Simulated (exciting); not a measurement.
# Au (Fm-3m) in exciting: notebook

One crystal, Au, is run at these levels: PBE; tasks: single point.

Everything below comes from runs of exciting (release sodium). Logs are shortened: lines on timing, memory, paths and dates and some standing lists are left out, and cuts for length are marked.

### 1 Starting point

It takes space group Fm-3m (No. 225, cubic). Conventional cell: a = 4.070 Å, b = 4.070 Å, c = 4.070 Å, α = 90.00°, β = 90.00°, γ = 90.00°. Around Au (site symmetry m-3m) lie 12 Au at 2.88 Å.

### 2 Single point, PBE

Input file input.xml:

```xml
<input>
  <title>Au</title>
  <structure speciespath="./" tshift="false">
    <crystal scale="1">
      <basevect>0.000000000000 3.845592663613 3.845592663613</basevect>
      <basevect>3.845592663613 0.000000000000 3.845592663613</basevect>
      <basevect>3.845592663613 3.845592663613 0.000000000000</basevect>
    </crystal>
    <species speciesfile="Au.xml" rmt="2.3">
      <atom coord="0.000000000000 0.000000000000 0.000000000000"/>
    </species>
  </structure>
  <groundstate do="fromscratch" ngridk="11 11 11" rgkmax="9" gmaxvr="14" lmaxapw="10" lmaxmat="10" lmaxvr="8" xctype="GGA_PBE" stype="Gaussian" swidth="0.00095548" nempty="12" ValenceRelativity="iora*" epsengy="1e-05" epspot="1e-05" maxscl="60" tforce="true" outputlevel="high"/>
</input>
```

Potentials or basis: all-electron LAPW+lo, shipped species files, valence relativity iora*.

The run is started by

```sh
OMP_NUM_THREADS=1 exciting_smp
```

INFO.OUT:

```text
================================================================================
EXCITING SODIUM started
[... 10 lines left out ...]

 Lattice vectors (cartesian) :
      0.0000000000      3.8455926636      3.8455926636
      3.8455926636      0.0000000000      3.8455926636
      3.8455926636      3.8455926636      0.0000000000

 Reciprocal lattice vectors (cartesian) :
     -0.8169332866      0.8169332866      0.8169332866
      0.8169332866     -0.8169332866      0.8169332866
      0.8169332866      0.8169332866     -0.8169332866

 Unit cell volume                           :     113.7417320758
 Brillouin zone volume                      :       2.1808197301

 Species :    1 (Au)
     parameters loaded from                 :    Au.xml
     name                                   :    gold
     nuclear charge                         :     -79.00000000
     electronic charge                      :      79.00000000
     atomic mass                            :  359048.05590000
     muffin-tin radius                      :       2.30000000
     # of radial points in muffin-tin       :     450

     atomic positions (lattice) :
       1 :   0.00000000  0.00000000  0.00000000

 Total number of atoms per unit cell        :       1

 Spin treatment                             :    spin-unpolarised

 Number of Bravais lattice symmetries       :      48
 Number of crystal symmetries               :      48

 k-point grid                               :      11   11   11
 Total number of k-points                   :      56
 k-point set is reduced with crystal symmetries

 R^MT_min * |G+k|_max (rgkmax)              :       9.00000000
 Species with R^MT_min                      :       1 (Au)
 Maximum |G+k| for APW functions            :       3.91304348
 Maximum |G| for potential and density      :      14.00000000
 Polynomial order for pseudochg. density    :       9

 G-vector grid sizes                        :      25    25    25
 Total number of G-vectors                  :    5209

 Maximum angular momentum used for
     APW functions                          :      10
     computing H and O matrix elements      :      10
     potential and density                  :       8
     inner part of muffin-tin               :       2

 Total nuclear charge                       :     -79.00000000
 Total electronic charge                    :      79.00000000
 Total core charge                          :      48.00000000
 Total valence charge                       :      31.00000000

 Effective Wigner radius, r_s               :       0.70048910

 Number of empty states                     :      12
 Total number of valence states             :      28

 Maximum Hamiltonian size                   :     151
 Maximum number of plane-waves              :     125
 Total number of local-orbitals             :      26

 Exchange-correlation type                  :      20
     Perdew-Burke-Ernzerhof, Phys. Rev. Lett. 77, 3865 (1996)
     Generalised gradient approximation (GGA)

 Smearing scheme                            :    Gaussian
 Smearing width                             :       0.00095548

 Using multisecant Broyden potential mixing
[... 6 lines left out ...]
* Groundstate module started                                                   *
********************************************************************************
 Output level for this task is set to high

++++++++++++++++++++++++++++++++++++++++++++++++++++++++++++++++++++++++++++++++
[... 5 lines left out ...]
+ SCF iteration number :    1                                                  +
++++++++++++++++++++++++++++++++++++++++++++++++++++++++++++++++++++++++++++++++
 Total energy                               :    -19031.89440438
 _______________________________________________________________
 Fermi energy                               :         0.45258757
 Kinetic energy                             :     21899.04817113
 Coulomb energy                             :    -40565.66225738
 Exchange energy                            :      -360.40982969
 Correlation energy                         :        -4.87048844
 Sum of eigenvalues                         :    -11701.51834769
 Effective potential energy                 :    -33600.56651882
 Coulomb potential energy                   :    -33122.50725810
 xc potential energy                        :      -478.05926071
 Hartree energy                             :      5926.57420817
 Electron-nuclear energy                    :    -44975.65567444
 Nuclear-nuclear energy                     :     -1516.58079111
 Madelung energy                            :    -24004.40862832
 Core-electron kinetic energy               :         0.00000000

 DOS at Fermi energy (states/Ha/cell)       :        17.89866003

 Electron charges :
     core                                   :        48.00000000
     core leakage                           :         0.00152491
     valence                                :        31.00000000
     interstitial                           :         2.35792482
     charge in muffin-tin spheres :
                  atom     1    Au          :        76.64207518
     total charge in muffin-tins            :        76.64207518
     total charge                           :        79.00000000
[... 525 lines left out ...]
 Kinetic energy                             :     21887.68843780
 Coulomb energy                             :    -40570.05464412
 Exchange energy                            :      -360.67671682
 Correlation energy                         :        -4.87138891
 Sum of eigenvalues                         :    -11707.58607079
 Effective potential energy                 :    -33595.27450859
 Coulomb potential energy                   :    -33116.86191091
 xc potential energy                        :      -478.41259768
 Hartree energy                             :      5936.61194210
 Electron-nuclear energy                    :    -44990.08579512
 Nuclear-nuclear energy                     :     -1516.58079111
 Madelung energy                            :    -24011.62368867
 Core-electron kinetic energy               :         0.00000000

 DOS at Fermi energy (states/Ha/cell)       :         2.67544148

 Electron charges :
     core                                   :        48.00000000
     core leakage                           :         0.00143930
     valence                                :        31.00000000
     interstitial                           :         2.20913235
     charge in muffin-tin spheres :
                  atom     1    Au          :        76.79086765
     total charge in muffin-tins            :        76.79086765
     total charge                           :        79.00000000

 RMS change in effective potential (target) :  0.122037E-08  ( 0.100000E-04)
 Absolute change in total energy   (target) :  0.191900E-05  ( 0.100000E-04)
 Charge distance                   (target) :  0.465706E-09  ( 0.100000E-04)
 Abs. change in max-nonIBS-force   (target) :   0.00000      ( 0.500000E-04)

++++++++++++++++++++++++++++++++++++++++++++++++++++++++++++++++++++++++++++++++
| Convergency criteria checked for the last 2 iterations                       +
| Convergence targets achieved. Performing final SCF iteration                 +
++++++++++++++++++++++++++++++++++++++++++++++++++++++++++++++++++++++++++++++++
 Total energy                               :    -19047.91431166
 _______________________________________________________________
 Fermi energy                               :         0.41824740
 Kinetic energy                             :     21887.68843791
 Coulomb energy                             :    -40570.05464386
 Exchange energy                            :      -360.67671681
 Correlation energy                         :        -4.87138891
 Sum of eigenvalues                         :    -11707.58607077
 Effective potential energy                 :    -33595.27450868
 Coulomb potential energy                   :    -33116.86191102
 xc potential energy                        :      -478.41259766
 Hartree energy                             :      5936.61194174
 Electron-nuclear energy                    :    -44990.08579449
 Nuclear-nuclear energy                     :     -1516.58079111
 Madelung energy                            :    -24011.62368835
 Core-electron kinetic energy               :         0.00000000

 DOS at Fermi energy (states/Ha/cell)       :         2.67544226

 Electron charges :
     core                                   :        48.00000000
     core leakage                           :         0.00143930
     valence                                :        31.00000000
     interstitial                           :         2.20913235
     charge in muffin-tin spheres :
                  atom     1    Au          :        76.79086765
     total charge in muffin-tins            :        76.79086765
     total charge                           :        79.00000000

++++++++++++++++++++++++++++++++++++++++++++++++++++++++++++++++++++++++++++++++
+ Self-consistent loop stopped                                                 +
++++++++++++++++++++++++++++++++++++++++++++++++++++++++++++++++++++++++++++++++
 STATE.OUT is written

--------------------------------------------------------------------------------
- Writing atomic positions and forces                                          -
--------------------------------------------------------------------------------

 Atomic positions (lattice) :
 atom     1  Au  :     0.00000000    0.00000000    0.00000000

 Total atomic forces including IBS (cartesian) :
 atom     1  Au  :     0.00000000    0.00000000    0.00000000

 Atomic force components including IBS (cartesian) :
 atom     1  Au  :     0.00000000    0.00000000    0.00000000   HF force
                 :     0.00000000    0.00000000    0.00000000   core correction
                 :     0.00000000    0.00000000    0.00000000   IBS correction

********************************************************************************
* Groundstate module stopped                                                   *
********************************************************************************

================================================================================
| EXCITING SODIUM stopped                                                      =
================================================================================
```

Run time: 30 s. Hardware: 1 thread of Arm Neoverse V2, shared host; peak memory 0.1 GiB.

What came out:

* Free energy: -518320.1535 eV
* Band gap on the k mesh: none (metal or under the smearing width)
* All electrons inside the program's atomic spheres: Au 76.79 (radii Au 2.3 bohr)

Levels at points of the mesh, in eV from the Fermi level:
```csv
k point,band 14,band 15,band 16,band 17,band 18,band 19
"(0.00, 0.00, 0.00)",-4.86,-3.32,-3.32,14.37,18.42,18.42
```

Caveat: the basis of Au and Ba changes in steps between geometries, so energy differences can be off by several meV. Spin-orbit coupling is left out, which matters for the levels of Au.

### 3 Single point, PBE

input.xml: that of step 2 with these lines changed.

```diff
@@ -12,3 +12,3 @@
   </structure>
-  <groundstate do="fromscratch" ngridk="11 11 11" rgkmax="9" gmaxvr="14" lmaxapw="10" lmaxmat="10" lmaxvr="8" xctype="GGA_PBE" stype="Gaussian" swidth="0.00095548" nempty="12" ValenceRelativity="iora*" epsengy="1e-05" epspot="1e-05" maxscl="60" tforce="true" outputlevel="high"/>
+  <groundstate do="fromscratch" ngridk="11 11 11" rgkmax="9" gmaxvr="14" lmaxapw="10" lmaxmat="10" lmaxvr="8" xctype="GGA_PBE" stype="Gaussian" swidth="0.00099223" nempty="12" ValenceRelativity="iora*" epsengy="1e-05" epspot="1e-05" maxscl="60" tforce="true" outputlevel="high"/>
 </input>
```

Potentials or basis: all-electron LAPW+lo, shipped species files, valence relativity iora*.

The run is started by

```sh
OMP_NUM_THREADS=1 exciting_smp
```

It took 30 s on 1 thread of Arm Neoverse V2, shared host; peak memory 0.1 GiB.

It converged, with:

| Quantity | Value |
| --- | --- |
| Free energy | -518320.1536 eV |
| Band gap on the k mesh | none (metal or under the smearing width) |
| All electrons inside the program's atomic spheres | Au 76.79 (radii Au 2.3 bohr) |

Levels at points of the mesh, in eV from the Fermi level:
| k point | band 14 | band 15 | band 16 | band 17 | band 18 | band 19 |
| --- | --- | --- | --- | --- | --- | --- |
| (0.00, 0.00, 0.00) | -4.86 | -3.31 | -3.31 | 14.37 | 18.42 | 18.42 |

Caveat: the basis of Au and Ba changes in steps between geometries, so energy differences can be off by several meV. The run has no spin-orbit coupling, so splittings on Au are missing.
